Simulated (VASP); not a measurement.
# N (P6_3/mmc) in VASP: further runs

One crystal, N, is run at these levels: PBE, LDA; tasks: single point.

All numbers are computed with VASP 6.6.1; they aren't measurements. Logs are shortened: lines on timing, memory, paths and dates and some standing lists are left out, and cuts for length are marked.

**1. Starting point**

Symmetry: P6_3/mmc, No. 194, hexagonal system. The conventional cell has a = 2.519 Å, b = 2.519 Å, c = 2.446 Å, α = 90.00°, β = 90.00°, γ = 120.00°. N (site symmetry -6m2) is surrounded by 6 N at 1.90 Å.

The real solid is made of molecules; this cell is a model form.

**2. Single point, PBE**

Contents of INCAR:

```
SYSTEM = N
ALGO = Normal
EDIFF = 1E-6
ENCUT = 350
GGA = PE
ISIF = 2
ISMEAR = 0
LASPH = .True.
LCHARG = .False.
LREAL = .False.
LWAVE = .False.
NBANDS = 12
NELM = 100
PREC = Accurate
SIGMA = 0.02
```

Contents of KPOINTS:

```
k-points
0
Gamma
  6 6 5
  0 0 0
```

Contents of POSCAR:

```
N
1.0
    2.5194737886      0.0000000000      0.0000000000
   -1.2597368943      2.1819283051      0.0000000000
    0.0000000000      0.0000000000      2.4460020000
N
2
Direct
    0.3333333333      0.6666666667      0.7500000000
    0.6666666667      0.3333333333      0.2500000000
```

Potentials or basis: VASP PAW PBE potentials, release 64 (N_GW).

The run is started by

```
cat potpaw_PBE.64/N_GW/POTCAR > POTCAR
mpirun -np 1 vasp_std > vasp.out
```

OUTCAR:

```text
SYSTEM = N
   EDIFF = 1E-6
   ENCUT = 350
   GGA = PE
   ISIF = 2
   ISMEAR = 0
   LASPH = .True.
   LREAL = .False.
   NELM = 100
   PREC = Accurate

 ion  position               nearest neighbor table
   1  0.333  0.667  0.750-
   2  0.667  0.333  0.250-

  LATTYP: Found a hexagonal cell.
 ALAT       =     2.5194737886
 C/A-ratio  =     0.9708384390

  Lattice vectors:

 A1 = (   2.5194737886,   0.0000000000,   0.0000000000)
 A2 = (  -1.2597368943,   2.1819283051,   0.0000000000)
 A3 = (   0.0000000000,   0.0000000000,   2.4460020000)

Analysis of symmetry for initial positions (statically):
=====================================================================
 Subroutine PRICEL returns:
 Original cell was already a primitive cell.

 Routine SETGRP: Setting up the symmetry group for a
 hexagonal supercell.

 Subroutine GETGRP returns: Found 24 space group operations
 (whereof 12 operations were pure point group operations)
 out of a pool of 24 trial point group operations.

The static configuration has the point symmetry D_3d.
 The point group associated with its full space group is D_6h.

Analysis of symmetry for dynamics (positions and initial velocities):
=====================================================================
 Subroutine PRICEL returns:
 Original cell was already a primitive cell.

 Routine SETGRP: Setting up the symmetry group for a
 hexagonal supercell.

 Subroutine GETGRP returns: Found 24 space group operations
 (whereof 12 operations were pure point group operations)
 out of a pool of 24 trial point group operations.

The dynamic configuration has the point symmetry D_3d.
 The point group associated with its full space group is D_6h.

 Subroutine INISYM returns: Found 24 space group operations
 (whereof 12 operations are pure point group operations),
 and found     1 'primitive' translations

----------------------------------------------------------------------------------------

                                     Primitive cell

  volume of cell :      13.4464

  direct lattice vectors                    reciprocal lattice vectors
     2.519473789  0.000000000  0.000000000     0.396908277  0.229155100  0.000000000
    -1.259736894  2.181928305  0.000000000     0.000000000  0.458310201  0.000000000
     0.000000000  0.000000000  2.446002000     0.000000000  0.000000000  0.408830410

  length of vectors
     2.519473789  2.519473789  2.446002000     0.458310201  0.458310201  0.408830410

  position of ions in fractional coordinates (direct lattice)
     0.333333333  0.666666667  0.750000000
     0.666666667  0.333333333  0.250000000

  ion indices of the primitive-cell ions
   primitive index   ion index
                 1           1
                 2           2

----------------------------------------------------------------------------------------

 KPOINTS: k-points

Automatic generation of k-mesh.
 Grid dimensions read from file:
 generate k-points for:    6    6    5

 Generating k-lattice:

  Cartesian coordinates                     Fractional coordinates (reciprocal lattice)
     0.066151379  0.038192517  0.000000000     0.166666667  0.000000000  0.000000000
     0.000000000  0.076385033  0.000000000     0.000000000  0.166666667  0.000000000
     0.000000000  0.000000000  0.081766082     0.000000000  0.000000000  0.200000000

  Length of vectors
     0.076385033  0.076385033  0.081766082

  Shift w.r.t. Gamma in fractional coordinates (k-lattice)
     0.000000000  0.000000000  0.000000000

 Subroutine IBZKPT returns following result:
 ===========================================

 Found     21 irreducible k-points:

 Following reciprocal coordinates:
            Coordinates               Weight
  0.000000  0.000000  0.000000      1.000000
  0.166667  0.000000  0.000000      6.000000
  0.333333 -0.000000  0.000000      6.000000
  0.500000 -0.000000  0.000000      3.000000
  0.166667  0.166667  0.000000      6.000000
  0.333333  0.166667  0.000000     12.000000
[... 13 lines left out ...]
  0.333333  0.166667  0.400000     24.000000
  0.333333  0.333333  0.400000      4.000000
   k-points           NKPTS =     21   k-points in BZ     NKDIM =     21   number of bands    NBANDS=     12
   number of dos      NEDOS =    301   number of ions     NIONS =      2
   total plane-waves  NPLWV =   4096
   dimension x,y,z NGX =    16 NGY =   16 NGZ =   16
   dimension x,y,z NGXF=    32 NGYF=   32 NGZF=   32
   ions per type =               2
   NGX,Y,Z   is equivalent  to a cutoff of  10.56, 10.56, 10.87 a.u.
   NGXF,Y,Z  is equivalent  to a cutoff of  21.12, 21.12, 21.75 a.u.
 SYSTEM =  N
   PREC   = accura    normal or accurate (medium, high low for compatibility)
   ISTART =      0    job   : 0-new  1-cont  2-samecut
   ICHARG =      2    charge: 1-file 2-atom 10-const
   ISPIN  =      1    spin polarized calculation?
   LNONCOLLINEAR =      F non collinear calculations
   LSORBIT =      F    spin-orbit coupling
   LASPH  =      T    aspherical Exc in radial PAW
   ENCUT  =  350.0 eV  25.72 Ry    5.07 a.u.   3.84  3.84  3.73*2*pi/ulx,y,z
   NELM   =    100;   NELMIN=  2; NELMDL= -5     # of ELM steps
   EDIFF  = 0.1E-05   stopping-criterion for ELM
   LREAL  =      F    real-space projection
   EDIFFG = 0.1E-04   stopping-criterion for IOM
   NSW    =      0    number of steps for IOM
   IBRION =     -1    ionic relax: 0-MD 1-quasi-New 2-CG
   NFREE  =      0    steps in history (QN), initial steepest desc. (CG)
   ISIF   =      2    stress and relaxation
   ISYM   =      2    0-nonsym 1-usesym 2-fastsym
   POTIM  = 0.5000    time-step for ionic-motion
   TEBEG  =    0.0;   TEEND  =   0.0 temperature during run
   PSTRESS=    0.0 pullay stress
   NELECT =      10.0000    total number of electrons
   NUPDOWN=      -1.0000    fix difference up-down
   EMIN   =  10.00;   EMAX   =-10.00  energy-range for DOS
   EFERMI =   0.00;   METHOD = LEGACY
   ISMEAR =     0;   SIGMA  =   0.02  broadening in eV -4-tet -1-fermi 0-gaus
   EFERMI_NEDOS =   21; number of points for ismear=-14 and -15
   IALGO  =     38    algorithm
   IMIX   =      4    mixing-type and parameters
     AMIX     =   0.40;   BMIX     =  1.00
     AMIX_MAG =   1.60;   BMIX_MAG =  1.00
  volume/ion in A,a.u.               =       6.72        45.37
  Fermi-wavevector in a.u.,A,eV,Ry     =   1.483221  2.802881 29.932052  2.199944
  Thomas-Fermi vector in A             =   2.596909
   LORBIT       =      0    0 simple, 1 ext, 2 COOP (PROOUT), +10 PAW based schemes
   GGA     = PE    functional components
   LHFCALC =     F    Hartree Fock is set to
   AEXX    =    0.0000 exact exchange contribution
   IVDW    =     0    specifies the selected vdW correction
   LEPSILON=     F    determine dielectric tensor
   LRPA    =     F    only Hartree local field effects (RPA)
 non-spin polarized calculation
 Gauss-broadening in eV      SIGMA  =   0.02
  energy-cutoff  :      350.00
  volume of cell :       13.45
 maximum number of plane-waves:       207
 NGX is ok and might be reduce to    16
   NGX =  7   NGY =  7   NGZ =  7

 number of electron      10.0000005 magnetization

 Free energy of the ion-electron system (eV)
  ---------------------------------------------------
  ext. energy  EPLUGINS =         0.00000000
  ---------------------------------------------------
  free energy    TOTEN  =        -9.31358437 eV

  energy without entropy =       -9.31333362  energy(sigma->0) =       -9.31345900

 E-fermi :   7.1947     XC(G=0): -13.0418

 val. band max:        7.1946608110   @ k =   0.3333   0.3333   0.0000
 cond. band min:       7.1946608128   @ k =   0.3333   0.3333   0.0000
 fundamental gap:      0.0000000018
 Fermi energy:         7.1946608118

 k-point     1 :       0.0000    0.0000    0.0000
  band No.  band energies     occupation
      1     -15.0680      2.00000
      2       1.2063      2.00000
      3       2.2390      2.00000
      4       4.6866      2.00000
      5       4.6866      2.00000
      6       9.9152      0.00000
      7       9.9152      0.00000
      8      13.2626      0.00000
      9      21.5945      0.00000
     10      25.1104      0.00000
     11      32.4069      0.00000
     12      32.4069      0.00000

 k-point     2 :       0.1667    0.0000    0.0000
  band No.  band energies     occupation
      1     -14.4042      2.00000
      2      -0.6913      2.00000
      3       2.7601      2.00000
      4       3.8047      2.00000
      5       4.7888      2.00000
      6       9.6706      0.00000
      7      10.7276      0.00000
      8      12.3542      0.00000
      9      22.9062      0.00000
     10      24.6933      0.00000
     11      33.5377      0.00000
     12      33.5567      0.00000

 k-point     3 :       0.3333   -0.0000    0.0000
  band No.  band energies     occupation
      1     -12.4961      2.00000
      2      -4.5869      2.00000
      3       2.5618      2.00000
      4       4.2776      2.00000
      5       4.8393      2.00000
      6       9.6141      0.00000
      7      10.3309      0.00000
      8      11.8115      0.00000
      9      21.7802      0.00000
     10      27.8201      0.00000
     11      34.6086      0.00000
     12      35.2409      0.00000
[... 241 lines left out ...]
 k-point    20 :       0.3333    0.1667    0.4000
  band No.  band energies     occupation
      1      -7.8998      2.00000
      2      -5.3930      2.00000
      3      -1.5215      2.00000
      4       0.7878      2.00000
      5       3.2147      2.00000
      6       6.5301      2.00000
      7      11.5811      0.00000
      8      12.6414      0.00000
      9      25.6886      0.00000
     10      28.0262      0.00000
     11      35.3367      0.00000
     12      38.0730      0.00000

 k-point    21 :       0.3333    0.3333    0.4000
  band No.  band energies     occupation
      1      -6.0944      2.00000
      2      -6.0944      2.00000
      3      -0.6060      2.00000
      4      -0.6060      2.00000
      5       1.4536      2.00000
      6       5.2268      2.00000
      7      12.8769      0.00000
      8      12.8769      0.00000
      9      26.4625      0.00000
     10      28.8585      0.00000
     11      37.0029      0.00000
     12      37.0029      0.00000

------------------------ aborting loop because EDIFF is reached ----------------------------------------

  FORCE on cell =-STRESS in cart. coord.  units (eV):
  Direction    XX          YY          ZZ          XY          YZ          ZX
  --------------------------------------------------------------------------------------
  -------------------------------------------------------------------------------------
  Total       -2.5253439     -2.5253439     -2.3123341      0.0000000      0.0000000      0.0000000
  in kB     -300.9012471   -300.9012471   -275.5205709      0.0000000      0.0000000      0.0000000
  external PRESSURE =    -292.4410217 kB  Pullay stress =       0.0000000 kB

 VOLUME and BASIS-vectors are now :
 -----------------------------------------------------------------------------
  energy-cutoff  :      350.00
  volume of cell :       13.45
      direct lattice vectors                 reciprocal lattice vectors
     2.519473789  0.000000000  0.000000000     0.396908277  0.229155100  0.000000000
    -1.259736894  2.181928305  0.000000000     0.000000000  0.458310201  0.000000000
     0.000000000  0.000000000  2.446002000     0.000000000  0.000000000  0.408830410

 POSITION                                       TOTAL-FORCE (eV/Angst)
 -----------------------------------------------------------------------------------
     -0.00000      1.45462      1.83450         0.000000     -0.000000      0.000000
      1.25974      0.72731      0.61150        -0.000000      0.000000      0.000000
 -----------------------------------------------------------------------------------
    total drift:                               -0.000000      0.000000      0.000000

  FREE ENERGIE OF THE ION-ELECTRON SYSTEM (eV)
  ---------------------------------------------------
  free  energy   TOTEN  =        -9.3135843714 eV

  energy  without entropy=       -9.3133336205  energy(sigma->0) =       -9.31345900
```

Wall time 3.2 s (1 thread of Intel Xeon 6975P-C (Granite Rapids), shared host); peak memory 0.1 GiB.

The run converged, but a check on its numbers failed (symmetry, net force, bounds or a known fault of this set-up), so they aren't taken as properties of the crystal.

Caveat: the k mesh is coarse (spacing up to 0.51 Å⁻¹), so the values aren't converged; the cutoff lies under the usual one of these potentials, so the numbers hold a large basis-set error; a pressure of tens of GPa on the cell as given is suspect, and the run, the potentials or the cell itself is likely at fault.

**3. Single point, LDA**

Contents of INCAR:

```
SYSTEM = N
ALGO = Fast ; EDIFF = 1E-7
ENCUT = 550 ; GGA = CA
ISIF = 2 ; ISMEAR = 0
LASPH = .True. ; LCHARG = .False.
LREAL = .False. ; LWAVE = .False.
NBANDS = 12 ; NELM = 100
PREC = Accurate ; SIGMA = 0.02
```

Contents of KPOINTS:

```
k-points
0
Gamma
  12 12 11
  0 0 0
```

Contents of POSCAR:

```
N
2.5195
    0.999989596587      0.000000000000      0.000000000000
   -0.499994798293      0.866016394166      0.000000000000
    0.000000000000      0.000000000000      0.970828338956
N
2
Direct
    0.3333333333      0.6666666667      0.7500000000
    0.6666666667      0.3333333333      0.2500000000
```

Potentials or basis: VASP PAW LDA potentials, release 64 (N_GW).

The run is started by

```
cat potpaw_LDA.64/N_GW/POTCAR > POTCAR
mpirun -np 1 vasp_std > vasp.out
```

Wall time 14 s (1 thread of Intel Xeon Platinum 8488C (Sapphire Rapids), shared host); peak memory 0.12 GiB.

It converged, with:

```
Free energy            : -11.3862 eV
Pressure               : -7.0 GPa
Band gap on the k mesh : none (metal or under the smearing width)
```

Stress tensor (GPa, compression positive):
```
 -2.32   0.00   0.00
  0.00  -2.32   0.00
  0.00   0.00 -16.37
```

Levels at points of the mesh, in eV from the Fermi level:
| k point | band 3 | band 4 | band 5 | band 6 | band 7 | band 8 |
| --- | --- | --- | --- | --- | --- | --- |
| (0.00, 0.00, 0.00) | -4.87 | -2.40 | -2.40 | 2.76 | 2.76 | 6.04 |
| (0.50, 0.00, 0.00) | -5.05 | -2.16 | -1.58 | 1.63 | 2.71 | 5.03 |

**4. Single point, LDA**

Contents of run.py:

```python
from ase.calculators.vasp import Vasp
from ase.dft.bandgap import bandgap
from ase.io import read

atoms = read('N.xyz')
calc = Vasp(
    directory='calc',
    xc='lda',
    pp='LDA',
    setups='gw',
    prec='Accurate',
    encut=550,
    ediff=1e-07,
    ismear=0,
    sigma=0.02,
    lreal=False,
    lasph=True,
    nelm=100,
    algo='Fast',
    isif=2,
    lwave=False,
    lcharg=False,
    kpts=[12, 12, 11],
    gamma=True,
)
atoms.calc = calc

print('energy (eV):', atoms.get_potential_energy())
print('free energy (eV):', atoms.get_potential_energy(force_consistent=True))
print('forces (eV/A):')
print(atoms.get_forces())
print('stress (eV/A^3, Voigt):', atoms.get_stress())
print('Fermi level (eV):', calc.get_fermi_level())
gap, top, bottom = bandgap(calc)
print('band gap (eV):', gap, 'from (spin, k, band)', top, 'to', bottom)
```

Contents of N.xyz:

```xyz
2
Lattice="2.5194737886 0.0000000000 0.0000000000 -1.2597368943 2.1819283051 0.0000000000 0.0000000000 0.0000000000 2.4460020000" Properties=species:S:1:pos:R:3 pbc="T T T"
N     -0.0000000001      1.4546188701      1.8345015000
N      1.2597368944      0.7273094350      0.6115005000
```

The run is started by

```
python run.py
```

Wall time 16 s (1 thread of Intel Xeon Platinum 8488C (Sapphire Rapids), shared host); peak memory 0.11 GiB.

Results (log left out):

```yaml
Free_energy: -11.3862 eV
Pressure: -7.0 GPa
Band_gap_on_the_k_mesh: none (metal or under the smearing width)
```

Stress tensor (GPa, compression positive):
```
 -2.32   0.00   0.00
  0.00  -2.32   0.00
  0.00   0.00 -16.37
```

Levels at points of the mesh, in eV from the Fermi level:
```csv
k point,band 1,band 2,band 3,band 4,band 5,band 6,band 7,band 8,band 9
"(0.00, 0.00, 0.00)",-21.96,-5.37,-4.87,-2.40,-2.40,2.76,2.76,6.04,14.30
"(0.50, 0.00, 0.00)",-17.29,-14.40,-5.05,-2.16,-1.58,1.63,2.71,5.03,13.34
```
